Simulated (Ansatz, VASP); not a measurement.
## Two plane-wave programs on LiF

```
CELL_PARAMETERS angstrom
3.08101 0.00000 0.00000
-1.54051 2.66824 0.00000
0.00000 0.00000 4.78534
ATOMIC_POSITIONS crystal
Li 0.33333 0.66667 0.99257
Li 0.66667 0.33333 0.49257
F 0.33333 0.66667 0.38243
F 0.66667 0.33333 0.88243
```

Alike in both runs: task single point; functional PBE; k mesh 12 × 12 × 6; no spin polarisation.

|  | VASP | Ansatz |
| --- | --- | --- |
| version | VASP 6.6.1 | Ansatz 0.2.0 |
| potentials or method | VASP PAW PBE potentials, release 64 (Li_sv, F) | plane waves, PAW |
| plane-wave cutoff (eV) | 520 | 420 |
| occupations | gaussian, width 0.01 eV | fixed |
| valence electrons in the cell | 20 | 20 |

Ansatz gave:

```
gap on the k mesh at the Fermi level (eV) : 7.85
```

Question: Estimate VASP's values.

Answer: gap on the k mesh at the Fermi level (eV): 7.84.

 A hybrid or GW would open this gap; PBE tends to underestimate it. A k mesh can miss the band edges.
